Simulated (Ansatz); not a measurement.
## CO₂: from stress constants e to strain constants d — Ansatz, plane waves and PAW

Space group I-42d (No. 122), 6 atoms in the cell of the first input below: a = 4.100 Å, b = 4.100 Å, c = 4.100 Å, α = 122.17°, β = 122.17°, γ = 86.29°.

The structure is a measured one, not always of the ambient phase, relaxed without spin–orbit coupling to zero pressure (pressure 0.0 GPa with this functional, without spin–orbit coupling). Functional: PBE.

Input:

```yaml
crystal:
  lattice:
    - [-1.9824135385, 1.9824135385, 2.9913663723]
    - [1.9824135385, -1.9824135385, 2.9913663723]
    - [1.9824135385, 1.9824135385, -2.9913663723]
  atoms:
    - { symbol: C, position: [0.0, 0.0, 0.0] }
    - { symbol: C, position: [0.75, 0.25, 0.5] }
    - { symbol: O, position: [0.375, 0.2893122306, 0.4143122306] }
    - { symbol: O, position: [0.7106877694, 0.125, 0.0856877694] }
    - { symbol: O, position: [0.875, 0.9606877694, 0.5856877694] }
    - { symbol: O, position: [0.0393122306, 0.625, 0.9143122306] }
basis:
  ecutwfc: 420
  ecutrho_ratio: 4
kpoints:
  mp_grid: { grid: [10, 10, 10] }
hamiltonian:
  xc: pbe
scf:
  occupations: { method: fixed }
output:
  forces: true
  stress: true
  eigenvalues: true
  polarization: {}
elastic:
  mode: relaxed_ion
  stencil: two_point
```

```bash
ansatz run input.yaml --threads 8 --pin off --max-ram 15360MiB --backend cpu --events-out ev --progress --plain --runs-dir out
```

Time: 2.4 min on 8 threads of Arm Neoverse V1, with other jobs on the host, peak memory 0.81 GiB.

Elastic constants with relaxed ions (GPa, engineering shears):

```tsv
	xx	yy	zz	yz	xz	xy
xx	303.3	-19.7	116.0	0.0	0.0	0.0
yy	-19.7	303.3	116.0	0.0	0.0	0.0
zz	116.0	116.0	301.3	0.0	0.0	0.0
yz	0.0	0.0	0.0	163.5	0.0	0.0
xz	0.0	0.0	0.0	0.0	163.5	0.0
xy	0.0	0.0	0.0	0.0	0.0	107.0
```

Proper piezoelectric stress tensor e (C/m²):

```tsv
	xx	yy	zz	yz	xz	xy
x	0.000	0.000	0.000	-0.381	0.000	0.000
y	0.000	0.000	0.000	0.000	-0.381	0.000
z	0.000	0.000	0.000	0.000	0.000	0.187
```

Signs follow the polarity of the cell as typed: the inverted crystal has all signs reversed.

**Question.** Which piezoelectric strain constant d is largest in size (symmetry may tie others with it)?

**Answer.** d = e C⁻¹ gives d(x; yz) = -2.3 pC/N, tied by symmetry with others.

|  | xx | yy | zz | yz | xz | xy |
| --- | --- | --- | --- | --- | --- | --- |
| x | 0.0 | 0.0 | 0.0 | -2.3 | 0.0 | 0.0 |
| y | 0.0 | 0.0 | 0.0 | 0.0 | -2.3 | 0.0 |
| z | 0.0 | 0.0 | 0.0 | 0.0 | 0.0 | 1.7 |

The largest piezoelectric strain response is the yz shear, tied with xz, and it owes its lead to charge rather than softness. The lattice is more compliant in xy shear (107.0 against 163.5 GPa), which narrows the gap between the two independent d constants but doesn't close it. Because they have opposite signs, their contributions partly cancel in the longitudinal response along a general oblique direction; along the crystal axes that response vanishes by symmetry.

Both constants are modest, as expected of a stiff network of polar covalent C–O single bonds, quite unlike molecular dry ice. The negative xx–yy elastic constant, together with the large coupling to zz, implies a negative Poisson ratio within the basal plane: a pull along x also widens the crystal along y, while z contracts. Cooperative rotation of corner-sharing CO₄ tetrahedra, familiar from cristobalite-type silica, is the probable cause. How much of the piezoelectric response comes from such internal displacements, and how much from the electrons at clamped ions, can't be read from these totals.
